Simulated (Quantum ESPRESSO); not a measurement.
## LiF (Griceite): zone-centre phonons and dielectric response under several settings

```
F Li
1.0
     0.00000    2.01400    2.01400
     2.01400    0.00000    2.01400
     2.01400    2.01400    0.00000
F Li
1 1
Direct
  0.50000 0.50000 0.50000
  0.00000 0.00000 0.00000
```

All runs used Quantum ESPRESSO 7.5; k mesh 6 × 6 × 6, shifted; relaxed cell; no spin polarisation; cutoff 1143 eV; occupations smeared at first, fixed for the response.

```csv
level,potentials,volume (Å³/atom),lowest optical mode without the field (cm⁻¹),highest mode with the field (cm⁻¹),ε∞ (mean),ε0 (mean),Born charge of atom 1 (e)
LDA,PseudoDojo 0.4.1 SR LDA standard,?,?,?,?,?,?
PBE,PseudoDojo 0.4.1 SR PBE standard,8.37,271,623,2.04,10.8,-1.05
```

What stands in the row left open?

Volume 7.44 Å³/atom; lowest optical mode without the field 343 cm⁻¹; highest mode with the field 672 cm⁻¹; ε∞ 2.11; ε0 8.1; Born charge of atom 1 -1.04 e.
